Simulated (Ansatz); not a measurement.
Level of theory: DFT, RPBE, plane waves (420 eV) with PAW, scalar-relativistic in Ansatz 0.2.0. The PAW files were generated under PBE, with cores re-solved for the functional.

An element in the dhcp structure gives this curve. The cell is scaled uniformly from the relaxed one, with fractional coordinates and shape fixed. Energies are extrapolated to zero smearing, pressures are those at the given smearing. Magnetic state: spin not included.

| V (Å³/atom) | E − E₀ (meV/atom) | P (GPa) |
| --- | --- | --- |
| 39.221 | 38.5 | 2.56 |
| 41.003 | 16.1 | 1.56 |
| 42.786 | 3.8 | 0.72 |
| 44.569 | 0.0 | 0.01 |
| 46.352 | 3.4 | -0.58 |
| 48.134 | 12.9 | -1.08 |
| 49.917 | 27.5 | -1.50 |

Which element is it?
A. thallium
B. lanthanum
C. calcium
D. strontium

C. Its fit is V₀ = 44.56 Å³/atom, B₀ = 16.1 GPa, B₀′ = 3.3.
